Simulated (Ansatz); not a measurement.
# SrO: the band gap up the ladder of functionals

One table from this session's results is given with a row withheld; the runs are named, their logs left out.

The runs shown are made with Ansatz 0.2.0. PAW datasets, plane waves. Calculated at 0 K for a non-magnetic cell.

### The cell

The cell was relaxed beforehand with r2SCAN.

It is hexagonal, P6_3/mmc (No. 194); a = 4.270 Å, c = 5.144 Å in the conventional setting, 20.31 Å³ an atom. Sr has 5 O at 2.47–2.57 Å; O has 5 Sr at 2.47–2.57 Å.

Structure file:

```cif
data_structure
_symmetry_space_group_name_H-M 'P 1'
_symmetry_Int_Tables_number 1
_cell_length_a 4.2700
_cell_length_b 4.2700
_cell_length_c 5.1445
_cell_angle_alpha 90.000
_cell_angle_beta 90.000
_cell_angle_gamma 120.000
_cell_volume 81.23
loop_
_atom_site_label
_atom_site_type_symbol
_atom_site_fract_x
_atom_site_fract_y
_atom_site_fract_z
_atom_site_occupancy
Sr1 Sr 0.33333 0.66667 0.93750 1
Sr2 Sr 0.66667 0.33333 0.43750 1
O1 O 0.33333 0.66667 0.43750 1
O2 O 0.66667 0.33333 0.93750 1
```

The first run:

File input.yaml:

```yaml
crystal:
  lattice:
    - [4.2700192634, 0.0, 0.0]
    - [-2.1350096317, 3.6979451568, 0.0]
    - [0.0, 0.0, 5.144471818]
  atoms:
    - { symbol: Sr, position: [0.3333333333, 0.6666666667, 0.9375] }
    - { symbol: Sr, position: [0.6666666667, 0.3333333333, 0.4375] }
    - { symbol: O, position: [0.3333333333, 0.6666666667, 0.4375] }
    - { symbol: O, position: [0.6666666667, 0.3333333333, 0.9375] }
kpoints:
  mp_grid: { grid: [12, 12, 6] }
  band_path:
    path:
      - [[0.0, 0.0, 0.0], [0.5, 8.976844846403e-18, -1.557679552252e-19], [0.3333333333333, 0.3333333333333, -3.115359104504e-19], [0.0, 0.0, 0.0], [-1.313806597638e-51, 2.064001411015e-35, 0.5], [0.5, 8.89647735222e-18, 0.5], [0.3333333333333, 0.3333333333333, 0.5], [-1.313806597638e-51, 2.064001411015e-35, 0.5]]
      - [[0.5, 8.89647735222e-18, 0.5], [0.5, 8.976844846403e-18, -1.557679552252e-19]]
      - [[0.3333333333333, 0.3333333333333, 0.5], [0.3333333333333, 0.3333333333333, -3.115359104504e-19]]
    npoints: 10
hamiltonian:
  xc: pbe
scf:
  occupations: { method: fermi_dirac, width: 0.02 }
  n_extra_bands: 5
output:
  forces: true
  stress: true
  eigenvalues: true
  write_density: true
  write_potential: true
  elf: true
  volumetric_format: npy
```

On the command line:

```bash
$ ansatz run input.yaml --threads 2 --pin off --max-ram 2211MiB --backend cpu --events-out ev --progress --plain --runs-dir out
```

Steps of the session up to this table: Band structure with PBE; r2SCAN at the same geometry; Single point with HSE06; PBE+SOC at the same geometry; Single point with PBE0; Single point with LDA; DDH-PBE0 at the same geometry; HSE06+SOC; Single point with LC-ωPBE; r2SCANh.

One table of the session follows, with a row left open; its other results are not shown here.

```
    level  gap (eV)
      PBE      2.66
   r2SCAN      3.03
    HSE06      4.00
  PBE+SOC      2.66
     PBE0      4.70
      LDA      2.47
 DDH-PBE0      5.11
HSE06+SOC      4.00
  LC-ωPBE         ?
  r2SCANh      3.77
```

Estimate the missing values for LC-ωPBE.

**Answer.** gap (eV): 9.05. In the column «gap (eV)» it is the highest.

Meshes: PBE 12×12×6, r2SCAN 12×12×6, HSE06 6×6×4, PBE+SOC 12×12×6, PBE0 6×6×4, LDA 12×12×6, DDH-PBE0 6×6×4, HSE06+SOC 6×6×4, LC-ωPBE 6×6×4, r2SCANh 6×6×4.

Against HSE06, PBE is short by 1.34 eV, at 66 % of it, and r2SCAN 76 %. PBE0 lies 0.70 eV above HSE06, which differs from it by screening the long-range exchange.

To keep in mind: Warnings in the runs' records: stress exchange threshold loose, stress scf threshold loose.
